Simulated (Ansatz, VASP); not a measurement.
# One calculation of TiAl, two programs

```
Ti Al
1.0
     2.76766    0.00000    0.00000
     0.00000    2.76766    0.00000
     0.00000    0.00000    3.99331
Ti Al
1 1
Cartesian
  1.3838 1.3838 1.9967
  0.0000 0.0000 0.0000
```

Alike in both runs: functional LDA; k mesh 12 × 12 × 10; occupations gaussian, width 0.1 eV; no spin polarisation.

Ansatz relaxed the structure, and its values are those at the end. VASP's run is a single point on that final structure, the one shown.

|  | VASP | Ansatz |
| --- | --- | --- |
| version | VASP 6.6.1 | Ansatz 0.2.0 |
| potentials or method | VASP PAW LDA potentials, release 64 (Ti_sv, Al) | scalar-relativistic, plane waves, PAW |
| plane-wave cutoff (eV) | 520 | 420 |
| valence electrons in the cell | 15 | 15 |

|  | VASP | Ansatz | Ansatz less VASP |
| --- | --- | --- | --- |
| gap on the k mesh at the Fermi level (eV) | none | none | - |
| pressure (GPa) | 0.2 | 0.0 | -0.18 |

A gap of «none» marks a metal or a gap that the smearing closes. Ansatz warned: «pseudo_functional_mismatch».
